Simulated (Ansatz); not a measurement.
Ansatz 0.2.0, vacancy hop by nudged elastic band: Cd

Launch command:

```bash
ansatz run input.yaml --threads 4 --pin off --max-ram 8192MiB --backend cpu --events-out ev --progress --plain --runs-dir out
```

input.yaml:

```yaml
crystal:
  lattice:
    - [8.92864408, 7.79e-06, 0.0]
    - [4.46431529, 7.73243649, 0.0]
    - [0.0, 0.0, 5.61264]
  atoms:
    - { symbol: Cd, position: [0.22191098, 0.22112697, 0.25461447] }
    - { symbol: Cd, position: [0.10850207, 0.1139882, 0.75012397] }
    - { symbol: Cd, position: [0.22028342, 0.55856133, 0.25396778] }
    - { symbol: Cd, position: [0.11276967, 0.44466485, 0.74806459] }
    - { symbol: Cd, position: [0.2148042, 0.89420088, 0.24798505] }
    - { symbol: Cd, position: [0.10987216, 0.78081058, 0.74969441] }
    - { symbol: Cd, position: [0.55662377, 0.2219949, 0.25114019] }
    - { symbol: Cd, position: [0.44589169, 0.11145545, 0.75438349] }
    - { symbol: Cd, position: [0.55216888, 0.55801378, 0.25231659] }
    - { symbol: Cd, position: [0.44054059, 0.4467909, 0.74977244] }
    - { symbol: Cd, position: [0.55608587, 0.88683699, 0.24480603] }
    - { symbol: Cd, position: [0.44586897, 0.778678, 0.74878072] }
    - { symbol: Cd, position: [0.77805364, 0.11471138, 0.74676261] }
    - { symbol: Cd, position: [0.88816457, 0.55597764, 0.24625883] }
    - { symbol: Cd, position: [0.78054318, 0.44656948, 0.74864227] }
    - { symbol: Cd, position: [0.88963282, 0.88879163, 0.25453308] }
    - { symbol: Cd, position: [0.77505536, 0.78109111, 0.75173762] }
kpoints:
  mp_grid: { grid: [2, 2, 3] }
magnetization:
  spin_polarized: false
scf:
  occupations: { method: fermi_dirac, width: 0.05 }
hamiltonian:
  pseudopotentials: { kind: paw }
  xc: pbe
basis:
  ecutwfc: 420
neb:
  images: 3
  relax_end_points: true
  climbing: true
  f_tol: 0.05
  max_iterations: 40
  order_check: false
  final_atoms:
    - { symbol: Cd, position: [0.22191098, 0.22112697, 0.25461447] }
    - { symbol: Cd, position: [0.10850207, 0.1139882, 0.75012397] }
    - { symbol: Cd, position: [0.22028342, 0.55856133, 0.25396778] }
    - { symbol: Cd, position: [0.11276967, 0.44466485, 0.74806459] }
    - { symbol: Cd, position: [-0.1106328, 1.22143934, 0.25366585] }
    - { symbol: Cd, position: [0.10987216, 0.78081058, 0.74969441] }
    - { symbol: Cd, position: [0.55662377, 0.2219949, 0.25114019] }
    - { symbol: Cd, position: [0.44589169, 0.11145545, 0.75438349] }
    - { symbol: Cd, position: [0.55216888, 0.55801378, 0.25231659] }
    - { symbol: Cd, position: [0.44054059, 0.4467909, 0.74977244] }
    - { symbol: Cd, position: [0.55608587, 0.88683699, 0.24480603] }
    - { symbol: Cd, position: [0.44586897, 0.778678, 0.74878072] }
    - { symbol: Cd, position: [0.77805364, 0.11471138, 0.74676261] }
    - { symbol: Cd, position: [0.88816457, 0.55597764, 0.24625883] }
    - { symbol: Cd, position: [0.78054318, 0.44656948, 0.74864227] }
    - { symbol: Cd, position: [0.88963282, 0.88879163, 0.25453308] }
    - { symbol: Cd, position: [0.77505536, 0.78109111, 0.75173762] }
```

Origin of the cell: a database entry, scaled a little.

The cell is 3×3×1 cells of Cd with one Cd taken out; atom 5 (Cd) hops into the empty site, 2.91 Å away before the end points are relaxed. All atoms were shaken by about 0.02 Å first.

Output (shortened):

```
Warning: neb: disabling space-group detection — the band's intermediate images generally break the endpoint symmetry, so no spatial operation reduces the k-mesh or symmetrises the density, ex […]
Pseudopotentials: kind: paw
Pseudopotential: Cd, paw, valence charge 20, recommended cutoff 420 eV (normal), Cd.paw.azcp
Functional definition: PBE
  exchange = pbe_x(kappa = kappa, mu = beta*pi^2/3)
  correlation = pbe_c(beta = beta)
parallel-image band execution: 3 concurrent image workers
NEB image 0
Crystal: 17 atoms, lattice volume = 387.497 Å³
Basis set: ecut = 420 eV, 7597 PW (Γ), exchange–correlation on 120×120×80 points (8 copies of the dense FFT grid, shifted against one another)
Bands: 204, of which v1, the nominal top of the filled ones, is band 170 counted from 1 (169 counted from 0)
Symmetry: 1 space group operations
[… 3 lines left out …]
Initial density: superposition of atomic densities (neutral atoms: chi_scale 0, normalization atom), corrected by the library's trained network
Functional: x = pbe(κ = 0.804, μ = 0.219515), c = pbe(β = 0.066725)
SCF iter   1: F=—  HF=-140325.896005 eV  Δρ=1.57e-3  dr2=3.67e-2  defer=117
SCF iter   2: F=—  HF=-140325.890903 eV  Δρ=9.41e-4  dr2=6.34e-3  defer=171
SCF iter   3: F=—  HF=-140325.889798 eV  Δρ=4.97e-4  dr2=1.53e-3  defer=171
SCF iter   4: F=—  HF=-140325.889390 eV  Δρ=7.81e-5  dr2=5.40e-5  defer=171
SCF iter   5: F=—  HF=-140325.889620 eV  Δρ=4.76e-5  dr2=8.69e-6  defer=171
SCF iter   6: F=—  HF=-140325.889618 eV  Δρ=8.40e-6  dr2=3.33e-7  defer=171
SCF iter   7: F=-140325.889618 eV  HF=-140325.889618 eV  Δρ=3.09e-6  dr2=4.16e-8
NEB iter   1: max|band force component| = 1.743e0 eV/Å  barrier→ = 0.8478 eV  barrier← = 0.8478 eV  Δτ_max = 0.1996 Å  (41 SCF iters)
NEB iter   2: max|band force component| = 6.569e-1 eV/Å  barrier→ = 0.4289 eV  barrier← = 0.4290 eV  Δτ_max = 0.1298 Å  (21 SCF iters)
NEB iter   3: max|band force component| = 2.887e-1 eV/Å  barrier→ = 0.3091 eV  barrier← = 0.3091 eV  CI = image 2  Δτ_max = 0.0698 Å  (19 SCF iters)
NEB iter   4: max|band force component| = 8.765e-2 eV/Å  barrier→ = 0.2818 eV  barrier← = 0.2819 eV  CI = image 2  Δτ_max = 0.0396 Å  (16 SCF iters)
NEB iter   5: max|band force component| = 2.031e-2 eV/Å  barrier→ = 0.2777 eV  barrier← = 0.2778 eV  CI = image 2  Δτ_max = 0.0000 Å  (15 SCF iters)
--- NEB band (5 images, 5 band iterations, 112 SCF iterations, 34 more in tests of the images' electronic states and relaxations of end points) ---
  forward barrier  = 0.277738 eV
  backward barrier = 0.277791 eV
  lagrangian_above_aufbau_ev (what the smearing adds, to first order; not taken off the barriers): saddle image -0.015047 eV, end points -0.024539 and -0.024502 eV
  climbing image's point = of an order that was not read
  energies are F+E_penalty+E_count in eV, relative to image 0
  image     s (Å)  Δ vs image 0  max|band force component| (eV/Å)
      0    0.0000      0.000000                                 —
      1    0.7694      0.136578                          9.551e-3
  *   2    1.5387      0.277738                          2.031e-2
      3    2.3111      0.135691                          1.077e-2
      4    3.0835     -0.000052                                 —
```

The converged band:

```
image  path over all atoms (Å)  ΔF (eV)  Cd x     y  z (Å)
    0                     0.00    0.000  5.91  6.96   1.41
    1                     0.77    0.137  5.54  7.48   1.41
    2                     1.54    0.278  5.12  8.12   1.41
    3                     2.31    0.136  4.77  8.81   1.41
    4                     3.08    0.000  4.51  9.39   1.41
```

Highest image (2), forces in eV/Å:

```xyz
17
Lattice="8.929 0.000 0.000 4.464 7.732 0.000 0.000 0.000 5.613" Properties=species:S:1:pos:R:3:forces:R:3 pbc="T T T" image=2
Cd    3.140    1.823    1.408    0.020    0.012    0.000
Cd    1.548    0.904    4.220   -0.007   -0.004    0.002
Cd    4.542    4.487    1.413    0.005    0.006    0.001
Cd    3.014    3.473    4.213   -0.001   -0.001    0.000
Cd    5.122    8.123    1.413   -0.007   -0.004    0.001
Cd    4.519    6.069    4.226   -0.002   -0.002    0.002
Cd    6.148    1.705    1.404    0.007    0.001    0.000
Cd    4.506    0.889    4.211   -0.001   -0.001   -0.001
Cd    7.426    4.297    1.401   -0.002   -0.001    0.000
Cd    6.001    3.475    4.215   -0.002   -0.001    0.000
Cd    8.661    6.878    1.395    0.000    0.003    0.000
Cd    7.450    6.050    4.194   -0.002   -0.003   -0.002
Cd    7.506    0.894    4.206   -0.003    0.000   -0.001
Cd   10.278    4.077    1.404    0.003   -0.001    0.000
Cd    8.955    3.443    4.209   -0.003    0.000    0.000
Cd   11.625    6.722    1.405   -0.006   -0.003    0.000
Cd   10.434    6.035    4.209   -0.001    0.000    0.000
```

Barrier of this path: 0.28 eV forwards, 0.28 eV backwards, after 5 band iterations.

Caveats: the k mesh is coarse if the cell is a metal; a small cell with a neutral vacancy and no spin, whose shape can make like sites unlike; the cell is held at a rescaled volume, and strain moves barriers; the hop was drawn among near neighbours and need not be the easiest path; few images and a loose tolerance, and neither the top nor the ends were tested for their order.

The run took 2.7 min on 4 threads of Intel(R) Xeon(R) 6975P-C (Granite Rapids) (shared host), peak memory 3 GiB, from the program's own first density.
